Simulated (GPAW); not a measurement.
Input of a GPAW 26.7.0 run:

The input run.py:

```python
from ase.dft.bandgap import bandgap
from ase.io import read, write
from ase.units import Bohr, GPa
from gpaw import GPAW, PW
from gpaw.elf import elf_from_dft_calculation

atoms = read('POSCAR')

calc = GPAW(mode=PW(600),
            xc='LDA',
            kpts={'size': (11, 11, 11), 'gamma': True},
            occupations={'name': 'methfessel-paxton', 'order': 0, 'width': 0.05},
            nbands=14,
            convergence={'density': 1e-05, 'energy': 1e-05},
            maxiter=150,
            txt='gpaw.txt')
atoms.calc = calc
energy = atoms.get_potential_energy()
forces = atoms.get_forces()
stress = atoms.get_stress()
calc.write('gs.gpw')
write('result.traj', atoms)
print(f'Energy: {energy:.6f} eV')
print('Forces (eV/A):')
print(forces.round(4))
print('Stress (GPa):', (stress / GPa).round(3))
print('Fermi level:', round(calc.get_fermi_level(), 4), 'eV')
print(f'Gap: {bandgap(calc)[0]:.4f} eV, direct: {bandgap(calc, direct=True)[0]:.4f} eV')

# fields on the real-space grid
write('density.cube', atoms, data=calc.get_pseudo_density() * Bohr**3)
write('potential.cube', atoms, data=calc.get_electrostatic_potential())
write('elf.cube', atoms, data=elf_from_dft_calculation(calc).data)
```

POSCAR

```
Ti
1.0
   -1.6410000000      1.6410000000      1.6410000000
    1.6410000000     -1.6410000000      1.6410000000
    1.6410000000      1.6410000000     -1.6410000000
Ti
1
Direct
    0.0000000000      0.0000000000      0.0000000000
```

Potentials or basis: the program's PAW data sets (release 1.2.1) made for this functional, pw.

Command:

```bash
$ OMP_NUM_THREADS=1 python run.py
```

(1) Estimate the pressure.

(2) Estimate the band gap on the k mesh.

Results:

(1) -11.7 GPa.

(2) none (metal or under the smearing width).
